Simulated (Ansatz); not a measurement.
PbSe: strain and displacement

```
CELL_PARAMETERS angstrom
0.00000 3.06215 3.06215
3.06215 0.00000 3.06215
3.06215 3.06215 0.00000
ATOMIC_POSITIONS crystal
Pb 0.00000 0.00000 0.00000
Se 0.50000 0.50000 0.50000
```

Atoms are numbered in the order listed.

The cell is COD entry 9008695, as deposited and not checked against the literature; nothing was relaxed.

No spin–orbit coupling, which matters for the heavy atoms here.

All numbers below come from DFT, PBEsol, all-electron LAPW, scalar-relativistic (Ansatz 0.2.0).

Sampling and basis: a Γ-centred 9×9×9 k mesh, Fermi–Dirac smearing of 0.01 eV, basis error target 0.25 meV/atom, no spin polarisation.

The unchanged cell is at -0.58 GPa.

x, y and z are the Cartesian axes of the cell as listed; fractional coordinates follow a strain, and an engineering shear is twice the off-diagonal strain component.

Question: With this change (equal xy, yz and zx engineering shear strains of -2 %), what becomes of the energy and stress?

Answer: Energy change +2 meV/atom; stress change (xx, yy, zz, yz, xz, xy) 0.00, 0.00, 0.00, 0.34, 0.34, 0.34 GPa, compression positive.

Question: With this change (equal xy, yz and zx engineering shear strains of +1 %), what becomes of the energy and stress?

Answer: Energy change under 1 meV/atom; stress change (xx, yy, zz, yz, xz, xy) 0.00, 0.00, 0.00, -0.18, -0.18, -0.18 GPa, compression positive.

Question: With this change (equal xy, yz and zx engineering shear strains of +3 %), what becomes of the energy and stress?

Answer: Energy change +4 meV/atom; stress change (xx, yy, zz, yz, xz, xy) 0.00, 0.00, 0.00, -0.56, -0.56, -0.56 GPa, compression positive.

With equal xy, yz and zx engineering shear strains of -3 %: energy change +4 meV/atom; stress change (xx, yy, zz, yz, xz, xy) 0.00, 0.00, 0.00, 0.50, 0.50, 0.50 GPa, compression positive.

With equal xy, yz and zx engineering shear strains of -1 %: energy change under 1 meV/atom; stress change (xx, yy, zz, yz, xz, xy) 0.00, 0.00, 0.00, 0.17, 0.17, 0.17 GPa, compression positive.

With equal xy, yz and zx engineering shear strains of +2 %: energy change +2 meV/atom; stress change (xx, yy, zz, yz, xz, xy) 0.00, 0.00, 0.00, -0.37, -0.37, -0.37 GPa, compression positive.
